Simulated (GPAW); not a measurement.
A run of GPAW 26.7.0:

File run.py:

```python
from ase import Atoms
from ase.dft.bandgap import bandgap
from ase.io import write
from ase.units import GPa
from gpaw import GPAW, PW

atoms = Atoms(['Pb', 'S'],
              cell=[[3.653659, 0.0, 0.0],
                    [0.0, 3.653659, 0.0],
                    [0.0, 0.0, 3.653659]],
              scaled_positions=[[0.0, 0.0, 0.0],
                                [0.5, 0.5, 0.5]],
              pbc=True)

calc = GPAW(mode=PW(600),
            xc='LDA',
            kpts={'size': (7, 7, 7), 'gamma': True},
            occupations={'name': 'methfessel-paxton', 'order': 0, 'width': 0.05},
            nbands=19,
            convergence={'density': 1e-05, 'energy': 1e-05},
            maxiter=150,
            txt='gpaw.txt')
atoms.calc = calc
energy = atoms.get_potential_energy()
forces = atoms.get_forces()
stress = atoms.get_stress()
calc.write('gs.gpw')
write('result.traj', atoms)
print(f'Energy: {energy:.6f} eV')
print('Forces (eV/A):')
print(forces.round(4))
print('Stress (GPa):', (stress / GPa).round(3))
print('Fermi level:', round(calc.get_fermi_level(), 4), 'eV')
print(f'Gap: {bandgap(calc)[0]:.4f} eV, direct: {bandgap(calc, direct=True)[0]:.4f} eV')
```

Potentials or basis: the program's PAW data sets (release 1.2.1) made for this functional, pw.

The run is started by

```sh
$ OMP_NUM_THREADS=1 python run.py
```

Hardware: 1 thread of Arm Neoverse V1, on a shared host.

**Question.** Estimate the wall time of this run.

**Answer.** Wall time 12 s on 1 thread of Arm Neoverse V1 (shared host), peak memory 0.15 GiB. Counts: scf iterations 11, plane waves 1647, bands 19, k points 20.
